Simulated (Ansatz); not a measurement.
# Nb(100) with 4 layers of random Nb-Li, 2x2: scattering by chemical disorder

Aim: the residual resistivity of a random alloy, from Nb(100) with 4 layers of random Nb-Li, 2x2 and longer regions.

Main program and level: Ansatz 0.2.0; Ansatz plane-wave DFT, PBE, PAW files; ballistic transport by layer matching (Landauer), zero bias; PAW set soft_1.

## Step 1: Set-up

The cell holds 56 atoms: 52 Nb and 4 Li. Cell: a = 6.613 Å, b = 6.613 Å, c = 23.144 Å, α = 90.0°, β = 90.0°, γ = 90.0°. It derives from Nb. Regions: lead, 40 atoms (40 Nb); scattering region, 16 atoms (4 Li and 12 Nb). The structure is stacked along c, and the current runs across the ab planes.

## Step 2: With 4 alloy layers

In 4 layers a share of 0.25 of the sites is given to Li at random. The layers about the cell's end stay perfect and serve as the lead. Disorder leaves little or no symmetry, which makes such runs dear. Energies from -0.05 to 0.05 eV in steps of 0.05 eV are too few for the program's thermal sum, so it prints no conductance; for a metal the transmission near the Fermi level serves, at a fraction of the cost.

File input.yaml:

```yaml
crystal:
  lattice:
    - [6.6126, 0.0, 0.0]
    - [0.0, 6.6126, 0.0]
    - [0.0, 0.0, 23.1441]
  atoms:
    - { symbol: Nb, position: [0.0, 0.0, 0.0357142857] }
    - { symbol: Nb, position: [0.0, 0.5, 0.0357142857] }
    - { symbol: Nb, position: [0.5, 0.0, 0.0357142857] }
    - { symbol: Nb, position: [0.5, 0.5, 0.0357142857] }
    - { symbol: Nb, position: [0.25, 0.25, 0.1071428571] }
    - { symbol: Nb, position: [0.25, 0.75, 0.1071428571] }
    - { symbol: Nb, position: [0.75, 0.25, 0.1071428571] }
    - { symbol: Nb, position: [0.75, 0.75, 0.1071428571] }
    - { symbol: Nb, position: [0.0, 0.0, 0.1785714286] }
    - { symbol: Nb, position: [0.0, 0.5, 0.1785714286] }
    - { symbol: Nb, position: [0.5, 0.0, 0.1785714286] }
    - { symbol: Nb, position: [0.5, 0.5, 0.1785714286] }
    - { symbol: Nb, position: [0.25, 0.25, 0.25] }
    - { symbol: Nb, position: [0.25, 0.75, 0.25] }
    - { symbol: Nb, position: [0.75, 0.25, 0.25] }
    - { symbol: Nb, position: [0.75, 0.75, 0.25] }
    - { symbol: Nb, position: [0.0, 0.0, 0.3214285714] }
    - { symbol: Nb, position: [0.0, 0.5, 0.3214285714] }
    - { symbol: Nb, position: [0.5, 0.0, 0.3214285714] }
    - { symbol: Nb, position: [0.5, 0.5, 0.3214285714] }
    - { symbol: Li, position: [0.25, 0.25, 0.3928571429] }
    - { symbol: Nb, position: [0.25, 0.75, 0.3928571429] }
    - { symbol: Nb, position: [0.75, 0.25, 0.3928571429] }
    - { symbol: Nb, position: [0.75, 0.75, 0.3928571429] }
    - { symbol: Nb, position: [0.0, 0.0, 0.4642857143] }
    - { symbol: Nb, position: [0.0, 0.5, 0.4642857143] }
    - { symbol: Li, position: [0.5, 0.0, 0.4642857143] }
    - { symbol: Nb, position: [0.5, 0.5, 0.4642857143] }
    - { symbol: Nb, position: [0.25, 0.25, 0.5357142857] }
    - { symbol: Nb, position: [0.25, 0.75, 0.5357142857] }
    - { symbol: Nb, position: [0.75, 0.25, 0.5357142857] }
    - { symbol: Nb, position: [0.75, 0.75, 0.5357142857] }
    - { symbol: Li, position: [0.0, 0.0, 0.6071428571] }
    - { symbol: Nb, position: [0.0, 0.5, 0.6071428571] }
    - { symbol: Nb, position: [0.5, 0.0, 0.6071428571] }
    - { symbol: Li, position: [0.5, 0.5, 0.6071428571] }
    - { symbol: Nb, position: [0.25, 0.25, 0.6785714286] }
    - { symbol: Nb, position: [0.25, 0.75, 0.6785714286] }
    - { symbol: Nb, position: [0.75, 0.25, 0.6785714286] }
    - { symbol: Nb, position: [0.75, 0.75, 0.6785714286] }
    - { symbol: Nb, position: [0.0, 0.0, 0.75] }
    - { symbol: Nb, position: [0.0, 0.5, 0.75] }
    - { symbol: Nb, position: [0.5, 0.0, 0.75] }
    - { symbol: Nb, position: [0.5, 0.5, 0.75] }
    - { symbol: Nb, position: [0.25, 0.25, 0.8214285714] }
    - { symbol: Nb, position: [0.25, 0.75, 0.8214285714] }
    - { symbol: Nb, position: [0.75, 0.25, 0.8214285714] }
    - { symbol: Nb, position: [0.75, 0.75, 0.8214285714] }
    - { symbol: Nb, position: [0.0, 0.0, 0.8928571429] }
    - { symbol: Nb, position: [0.0, 0.5, 0.8928571429] }
    - { symbol: Nb, position: [0.5, 0.0, 0.8928571429] }
    - { symbol: Nb, position: [0.5, 0.5, 0.8928571429] }
    - { symbol: Nb, position: [0.25, 0.25, 0.9642857143] }
    - { symbol: Nb, position: [0.25, 0.75, 0.9642857143] }
    - { symbol: Nb, position: [0.75, 0.25, 0.9642857143] }
    - { symbol: Nb, position: [0.75, 0.75, 0.9642857143] }
kpoints:
  mp_grid: { grid: [4, 4, 1] }
hamiltonian:
  xc: pbe
  pseudopotentials: { kind: paw, azcp: { folder: soft_1 } }
scf:
  occupations: { method: fermi_dirac, width: 0.1 }
output:
  transmission: { leads: [[0, 4]], kmesh: [8, 8], e_range: [-0.05, 0.05], de: 0.05 }
  write_potential: true
  write_density: true
  volumetric_format: npy
```

The run is started by

```console
$ ansatz run input.yaml --threads 4 --pin off --max-ram 15360MiB --backend cpu --events-out ev --progress --plain --runs-dir out
```

Numbers of over 12 decimals in the logs are rounded to 6 here.

What it wrote:

```text
Engine: ansatz 0.2.0, x86_64-unknown-linux-gnu
Pseudopotentials: kind: paw
Pseudopotential: Nb, paw, valence charge 13, recommended cutoff 420 eV (normal), soft_1/Nb.paw.azcp
Pseudopotential: Li, paw, valence charge 3, recommended cutoff 420 eV (normal), soft_1/Li.paw.azcp
Functional definition: PBE
  parameter kappa = 0.804
  parameter beta = 0.066725
  exchange = pbe_x(kappa = kappa, mu = beta*pi^2/3)
  correlation = pbe_c(beta = beta)
Crystal: 56 atoms, lattice volume = 1012.010 Å³
Basis set: ecut = 420 eV, 19757 PW (Γ)
Bands: 413, of which v1, the nominal top of the filled ones, is band 344 counted from 1 (343 counted from 0)
Symmetry: 2 space group operations
Space group: Cm (ITA 8), of the structure as read, at distance tolerance 1.0e-4 Å
k-points: 7 of 16 (time reversal used)
Non-local potential: Nb, projectors of the file, l = 0: 3, l = 1: 2, l = 2: 2, l = 3: 1
Non-local potential: Li, projectors of the file, l = 0: 3, l = 1: 2, l = 2: 1
PAW form: soft (Blöchl's): semilocal exchange-correlation on the pseudo side does not see the compensation charge
PAW one-centre angular grid: Nb, 590 points (default); XC on 64 Gauss nodes
PAW one-centre angular grid: Li, 110 points (default); XC on 96 Gauss nodes
Initial density: superposition of atomic densities (chi_scale 0.1, normalization cell, long waves 3 % of neutral atoms (reshape's long-wave potential 1.03 eV rms, cloud 2.92 Å wide))
Initial wavefunctions: pseudopotential atomic-orbital guess
Functional: x = pbe(κ = 0.804, μ = 0.219515), c = pbe(β = 0.066725)
SCF iter   1: F=—  HF=-237590.179603 eV  |F-HF|=—  |Δ(HF+E_count)|=         —  Δρ=9.95e-2  dr2=4.31e3  ethr=3.10e-3  ⟨swp⟩=7.0  Hψ=12387  notcnv=0  defer=1
preconditioner: auto → Kerker (q_TF=auto, 2.558 Å⁻¹)  [metal: Δε(μ)=0.005 eV  Ē_g=3.629 eV  σ=0.100 eV  W_gap=0.01  n_scr=294 (ndim 8)  ℏωp=19.0 eV  f_vac=0.000  D(μ)=62.98/eV (n_scr^D=644)]
SCF iter   2: F=—  HF=-237550.276218 eV  |F-HF|=—  |Δ(HF+E_count)|=    3.99e1  Δρ=5.60e-2  dr2=1.13e3  ethr=3.10e-3  ⟨swp⟩=4.0  Hψ=6350  notcnv=0
SCF iter   3: F=—  HF=-237535.592564 eV  |F-HF|=—  |Δ(HF+E_count)|=    1.47e1  Δρ=1.26e-2  dr2=2.61e1  ethr=3.10e-3  ⟨swp⟩=5.4  Hψ=6779  notcnv=0
SCF iter   4: F=—  HF=-237535.405112 eV  |F-HF|=—  |Δ(HF+E_count)|=   1.87e-1  Δρ=5.03e-3  dr2=4.11e0  ethr=3.10e-3  ⟨swp⟩=2.4  Hψ=3373  notcnv=0
SCF iter   5: F=—  HF=-237535.340415 eV  |F-HF|=—  |Δ(HF+E_count)|=   6.47e-2  Δρ=1.94e-3  dr2=1.12e0  ethr=5.97e-4  ⟨swp⟩=2.0  Hψ=3025  notcnv=0
SCF iter   6: F=—  HF=-237535.324566 eV  |F-HF|=—  |Δ(HF+E_count)|=   1.58e-2  Δρ=5.36e-4  dr2=4.78e-2  ethr=1.62e-4  ⟨swp⟩=1.1  Hψ=2957  notcnv=0
SCF iter   7: F=—  HF=-237535.323309 eV  |F-HF|=—  |Δ(HF+E_count)|=   1.26e-3  Δρ=1.45e-4  dr2=2.01e-3  ethr=6.95e-6  ⟨swp⟩=1.1  Hψ=2893  notcnv=0
SCF iter   8: F=—  HF=-237535.323267 eV  |F-HF|=—  |Δ(HF+E_count)|=   4.18e-5  Δρ=3.75e-5  dr2=1.85e-4  ethr=2.92e-7  ⟨swp⟩=1.9  Hψ=3037  notcnv=0
SCF iter   9: F=—  HF=-237535.323246 eV  |F-HF|=—  |Δ(HF+E_count)|=   2.13e-5  Δρ=1.00e-5  dr2=7.95e-6  ethr=2.69e-8  ⟨swp⟩=1.0  Hψ=2891  notcnv=0
SCF iter  10: F=—  HF=-237535.322577 eV  |F-HF|=—  |Δ(HF+E_count)|=   6.69e-4  Δρ=1.84e-6  dr2=1.14e-7  ethr=1.16e-9  ⟨swp⟩=2.0  Hψ=3360  notcnv=0
SCF iter  11: F=-237535.322577 eV  HF=-237535.322577 eV  |F-HF|=4.42e-9  |Δ(HF+E_count)|=   4.95e-9  Δρ=4.91e-7  dr2=6.35e-9  ethr=1.45e-11  ⟨swp⟩=9.3  Hψ=8832  notcnv=0
SCF 1 converged in 11 iterations: F = -237535.322577 eV  dr2 = 6.35e-9
  greatest PAW one-centre occupation: 1.000 electrons in one spin orbital (limit 2), on the Li atom at site 35 (counted from 0), in its partial waves of l = 0
transmission: 90 of 882 steps passed
transmission: 180 of 882 steps passed
[...]
transmission: 882 of 882 steps passed
SCF converged after 11 iterations
Free energy (F): -237535.322577 eV
Harris-Foulkes:  -237535.322577 eV  (|F-HF|=4.42e-9)
Internal energy: -237532.959564 eV  (E = F + TS)
E sigma→0 (E₀):  -237534.141071 eV
Entropy (-TS):   -2.363013 eV (-42.197 meV/atom)
Fermi energy:    16.559688 eV
--- Per-component energies (eV) ---
  E_band       = -4529.202606
  E_kinetic    = 19454.727548
  E_local      = -42377.543269  (includes V_loc(G=0)·N_el)
  E_nonlocal   = 4865.563892
  E_hartree    = 15097.121030
  E_xc         = -8645.717827
  E_vxc        = -10469.521656  (∫ρ·V_xc dr)
  E_paw        = -160372.079969  (= ΣΔE_a)
  E_vpaw       = -6196.671787  (= ΣTr[D̂ρ^β])
  E_aug_tail   = 0.002944  (compensation charges beyond the density's cutoff)
  E_ewald      = -65555.033913
  E_smearing   = -2.363013  (= −TS)
  E_closure    = -0.000000  (closes the sum)
  Σ components = -237535.322577   (vs F -237535.322577, Δ=0.00e0)
--- Band table (eV; the first three rows and the last of 7) ---
  k-point 0: bands = [... 340 lower, 16.8744, 16.8967, 16.8976, 16.9095, 16.9764, 17.0104, 17.0224, 17.0328, ... 65 higher]
  k-point 1: bands = [... 340 lower, 16.6851, 16.7121, 16.7523, 16.7785, 16.8259, 16.8599, 16.9059, 16.9349, ... 65 higher]
  k-point 2: bands = [... 340 lower, 16.4826, 16.4933, 16.5047, 16.5176, 16.5253, 16.5351, 16.5690, 16.5983, ... 65 higher]
  k-point 6: bands = [... 340 lower, 15.9336, 15.9348, 15.9706, 15.9889, 16.0045, 16.0547, 16.0741, 16.0970, ... 65 higher]
--- Transmission ---
  basis      : 385 plane waves across, 42 finite elements along
  points     : 21, standing for a mesh of 8 x 8
  energies   : 3 from -0.050000 to 0.050000 eV about the Fermi level, 0.050000 eV apart; the leads are filled to 0.000000 eV, and channels, transmission and decay are at 0.000000 eV
  crystal 0  : Nb4, at the sites [0, 4], period 1.6531 Å, over 16.53 Å; its Hamiltonian steps by up to 12.7 meV
    offset         : up to 0.0000 Å between an atom of the period and one for which it stands
    channels       : 1.085938e1 a spin
    conductance    : none, the energies end too early or step too widely for 300 K: set another output.transmission.e_range or a lower de, or, where they end at an eighth of basis.ecutwfc, a higher one
  junction   : crystal 0 to crystal 0, 0.70 to 22.19 Å
    transmission   : 4.246490e0 a spin
    conductance    : none, the energies end too early or step too widely for 300 K: set another output.transmission.e_range or a lower de, or, where they end at an eighth of basis.ecutwfc, a higher one
```

Wall time 6.2 min (4 threads of AMD EPYC 9R14 (Zen 4), shared host); peak memory 7.6 GiB; 20 min of CPU time.

Reading the cycles: dr2 is the Hartree energy of the density residual (eV), the measure of convergence; HF is the Harris–Foulkes estimate of the energy, which meets the free energy F at convergence.

Numbers from this step:

| Quantity | Value |
| --- | --- |
| free energy | -237535.3226 eV |
| energy at zero smearing | -237534.1411 eV |
| Fermi energy | 16.56 eV |
| cell area | 43.73 Å² |
| transmission per spin nearest the Fermi level | 4.246 |
| open channels per spin nearest the Fermi level | 10.86 |
| step of the lead's potential | 12.7 meV |

Per spin. Transmission, zone mean against energy, zero at the Fermi level:

| energy (eV) | transmission, zone mean |
| --- | --- |
| -0.0500 | 4.46 |
| 0.0000 | 4.25 |
| 0.0500 | 3.99 |

Per spin. Table of open channels, zone mean, lead by energy, zero at the Fermi level:

```
energy (eV)  open channels, zone mean, lead
    -0.0500                            11.7
     0.0000                            10.9
     0.0500                            10.2
```

Transmission over k1 and k2. At 0.0000 eV from the Fermi level.

Ten even steps from '0' (1.15) to '9' (5.84):
```
12677764
36689866
57899987
57998997
57899987
36689866
14677762
01355531
```
Columns: k1 (b1) from -0.5 to 0.375; rows upwards: k2 (b2) from -0.5 to 0.375.

Open channels over k1 and k2. At 0.0000 eV from the Fermi level.

Ten even steps from '0' (4.0) to '9' (14.0):
```
05599955
65689865
69877789
99977799
69877789
65689865
05599955
00669660
```
Columns: k1 (b1) from -0.5 to 0.375; rows upwards: k2 (b2) from -0.5 to 0.375.

Over the solved energies the transmission per spin lies between 3.99 and 4.46, out of 10.9 channels of the lead on average (up to 11.7).

## Step 3: With 8 alloy layers

In 8 layers a share of 0.25 of the sites is given to Li at random. A fresh draw is used; the growth of the resistance with length is what counts.

System of this step: Nb(100) with 8 layers of random Nb-Li, 2x2. The cell holds 72 atoms: 64 Nb and 8 Li. Cell: a = 6.613 Å, b = 6.613 Å, c = 29.757 Å, α = 90.0°, β = 90.0°, γ = 90.0°. It derives from Nb. Regions: lead, 40 atoms (40 Nb); scattering region, 32 atoms (24 Nb and 8 Li). The structure is stacked along c, and the current runs across the ab planes.

File input.yaml:

```yaml
crystal:
  lattice:
    - [6.6126, 0.0, 0.0]
    - [0.0, 6.6126, 0.0]
    - [0.0, 0.0, 29.7567]
  atoms:
    - { symbol: Nb, position: [0.0, 0.0, 0.0277777778] }
    - { symbol: Nb, position: [0.0, 0.5, 0.0277777778] }
    - { symbol: Nb, position: [0.5, 0.0, 0.0277777778] }
    - { symbol: Nb, position: [0.5, 0.5, 0.0277777778] }
    - { symbol: Nb, position: [0.25, 0.25, 0.0833333333] }
    - { symbol: Nb, position: [0.25, 0.75, 0.0833333333] }
    - { symbol: Nb, position: [0.75, 0.25, 0.0833333333] }
    - { symbol: Nb, position: [0.75, 0.75, 0.0833333333] }
    - { symbol: Nb, position: [0.0, 0.0, 0.1388888889] }
    - { symbol: Nb, position: [0.0, 0.5, 0.1388888889] }
    - { symbol: Nb, position: [0.5, 0.0, 0.1388888889] }
    - { symbol: Nb, position: [0.5, 0.5, 0.1388888889] }
    - { symbol: Nb, position: [0.25, 0.25, 0.1944444444] }
    - { symbol: Nb, position: [0.25, 0.75, 0.1944444444] }
    - { symbol: Nb, position: [0.75, 0.25, 0.1944444444] }
    - { symbol: Nb, position: [0.75, 0.75, 0.1944444444] }
    - { symbol: Nb, position: [0.0, 0.0, 0.25] }
    - { symbol: Nb, position: [0.0, 0.5, 0.25] }
    - { symbol: Nb, position: [0.5, 0.0, 0.25] }
    - { symbol: Nb, position: [0.5, 0.5, 0.25] }
    - { symbol: Nb, position: [0.25, 0.25, 0.3055555556] }
    - { symbol: Nb, position: [0.25, 0.75, 0.3055555556] }
    - { symbol: Nb, position: [0.75, 0.25, 0.3055555556] }
    - { symbol: Nb, position: [0.75, 0.75, 0.3055555556] }
    - { symbol: Nb, position: [0.0, 0.0, 0.3611111111] }
    - { symbol: Nb, position: [0.0, 0.5, 0.3611111111] }
    - { symbol: Nb, position: [0.5, 0.0, 0.3611111111] }
    - { symbol: Nb, position: [0.5, 0.5, 0.3611111111] }
    - { symbol: Nb, position: [0.25, 0.25, 0.4166666667] }
    - { symbol: Li, position: [0.25, 0.75, 0.4166666667] }
    - { symbol: Nb, position: [0.75, 0.25, 0.4166666667] }
    - { symbol: Nb, position: [0.75, 0.75, 0.4166666667] }
    - { symbol: Li, position: [0.0, 0.0, 0.4722222222] }
    - { symbol: Nb, position: [0.0, 0.5, 0.4722222222] }
    - { symbol: Nb, position: [0.5, 0.0, 0.4722222222] }
    - { symbol: Li, position: [0.5, 0.5, 0.4722222222] }
    - { symbol: Li, position: [0.25, 0.25, 0.5277777778] }
    - { symbol: Nb, position: [0.25, 0.75, 0.5277777778] }
    - { symbol: Nb, position: [0.75, 0.25, 0.5277777778] }
    - { symbol: Nb, position: [0.75, 0.75, 0.5277777778] }
    - { symbol: Nb, position: [0.0, 0.0, 0.5833333333] }
    - { symbol: Nb, position: [0.0, 0.5, 0.5833333333] }
    - { symbol: Nb, position: [0.5, 0.0, 0.5833333333] }
    - { symbol: Nb, position: [0.5, 0.5, 0.5833333333] }
    - { symbol: Nb, position: [0.25, 0.25, 0.6388888889] }
    - { symbol: Li, position: [0.25, 0.75, 0.6388888889] }
    - { symbol: Nb, position: [0.75, 0.25, 0.6388888889] }
    - { symbol: Nb, position: [0.75, 0.75, 0.6388888889] }
    - { symbol: Li, position: [0.0, 0.0, 0.6944444444] }
    - { symbol: Nb, position: [0.0, 0.5, 0.6944444444] }
    - { symbol: Li, position: [0.5, 0.0, 0.6944444444] }
    - { symbol: Li, position: [0.5, 0.5, 0.6944444444] }
    - { symbol: Nb, position: [0.25, 0.25, 0.75] }
    - { symbol: Nb, position: [0.25, 0.75, 0.75] }
    - { symbol: Nb, position: [0.75, 0.25, 0.75] }
    - { symbol: Nb, position: [0.75, 0.75, 0.75] }
    - { symbol: Nb, position: [0.0, 0.0, 0.8055555556] }
    - { symbol: Nb, position: [0.0, 0.5, 0.8055555556] }
    - { symbol: Nb, position: [0.5, 0.0, 0.8055555556] }
    - { symbol: Nb, position: [0.5, 0.5, 0.8055555556] }
    - { symbol: Nb, position: [0.25, 0.25, 0.8611111111] }
    - { symbol: Nb, position: [0.25, 0.75, 0.8611111111] }
    - { symbol: Nb, position: [0.75, 0.25, 0.8611111111] }
    - { symbol: Nb, position: [0.75, 0.75, 0.8611111111] }
    - { symbol: Nb, position: [0.0, 0.0, 0.9166666667] }
    - { symbol: Nb, position: [0.0, 0.5, 0.9166666667] }
    - { symbol: Nb, position: [0.5, 0.0, 0.9166666667] }
    - { symbol: Nb, position: [0.5, 0.5, 0.9166666667] }
    - { symbol: Nb, position: [0.25, 0.25, 0.9722222222] }
    - { symbol: Nb, position: [0.25, 0.75, 0.9722222222] }
    - { symbol: Nb, position: [0.75, 0.25, 0.9722222222] }
    - { symbol: Nb, position: [0.75, 0.75, 0.9722222222] }
kpoints:
  mp_grid: { grid: [4, 4, 1] }
hamiltonian:
  xc: pbe
  pseudopotentials: { kind: paw, azcp: { folder: soft_1 } }
scf:
  occupations: { method: fermi_dirac, width: 0.1 }
output:
  transmission: { leads: [[0, 4]], kmesh: [8, 8], e_range: [-0.05, 0.05], de: 0.05 }
  write_potential: true
  write_density: true
  volumetric_format: npy
```

What it wrote:

```text
[...]
Crystal: 72 atoms, lattice volume = 1301.156 Å³
Basis set: ecut = 420 eV, 25467 PW (Γ)
Bands: 514, of which v1, the nominal top of the filled ones, is band 428 counted from 1 (427 counted from 0)
Symmetry: 1 space group operations
[...]
k-points: 10 of 16 (time reversal used)
[...]
SCF iter   1: F=—  HF=-293012.354646 eV  |F-HF|=—  |Δ(HF+E_count)|=         —  Δρ=7.73e-2  dr2=1.70e2  ethr=3.10e-3  ⟨swp⟩=6.7  Hψ=21445  notcnv=0
[...]
SCF iter  10: F=-292977.781775 eV  HF=-292977.781775 eV  |F-HF|=3.71e-8  |Δ(HF+E_count)|=   5.88e-9  Δρ=6.17e-7  dr2=4.08e-8  ethr=1.17e-11  ⟨swp⟩=8.8  Hψ=13235  notcnv=0
SCF 1 converged in 10 iterations: F = -292977.781775 eV  dr2 = 4.08e-8
[...]
transmission: 192 of 1870 steps passed
transmission: 375 of 1870 steps passed
[...]
transmission: 1870 of 1870 steps passed
SCF converged after 10 iterations
Free energy (F): -292977.781775 eV
[...]
Internal energy: -292974.712635 eV  (E = F + TS)
E sigma→0 (E₀):  -292976.247205 eV
Entropy (-TS):   -3.069140 eV (-42.627 meV/atom)
Fermi energy:    15.893052 eV
[...]
--- Band table (eV; the first three rows and the last of 10) ---
  k-point 0: bands = [... 424 lower, 16.2612, 16.2661, 16.2899, 16.3584, 16.3905, 16.3924, 16.4082, 16.4417, ... 82 higher]
  k-point 1: bands = [... 424 lower, 16.0769, 16.0973, 16.1181, 16.1490, 16.1569, 16.1684, 16.1807, 16.2004, ... 82 higher]
  k-point 2: bands = [... 424 lower, 15.8279, 15.8330, 15.8396, 15.8464, 15.8704, 15.8960, 15.9167, 15.9302, ... 82 higher]
  k-point 9: bands = [... 424 lower, 15.3297, 15.3477, 15.3510, 15.3773, 15.3938, 15.4078, 15.4165, 15.4187, ... 82 higher]
--- Transmission ---
  basis      : 385 plane waves across, 55 finite elements along
  points     : 34, standing for a mesh of 8 x 8
[...]
channels       : 1.073438e1 a spin
[...]
junction   : crystal 0 to crystal 0, 2.35 to 30.45 Å
    transmission   : 3.070909e0 a spin
[...]
```

Elapsed: 13 min, on 4 threads; peak memory 11 GiB.

This step gave:

- free energy: -292977.7818 eV
- energy at zero smearing: -292976.2472 eV
- Fermi energy: 15.89 eV
- transmission per spin nearest the Fermi level: 3.071
- open channels per spin nearest the Fermi level: 10.73
- step of the lead's potential: 6.7 meV

Per spin. The transmission, zone mean by energy, zero at the Fermi level:

```csv
energy (eV),"transmission, zone mean"
-0.0500,3.19
0.0000,3.07
0.0500,3.03
```

Over the solved energies the transmission per spin lies between 3.03 and 3.19, out of 10.8 channels of the lead on average (up to 11.4).

(Part 1 of 2 ends here.)

[Logs are printed without paths, hosts, clocks, repeated set-up lines and the standing remarks that a program may print on its own settings, such as how far it seeks lower states.]

[Hosts, paths, dates, database ids (printed as entryN), source tags and the programs' standing remarks are cut or masked in the printed files.]
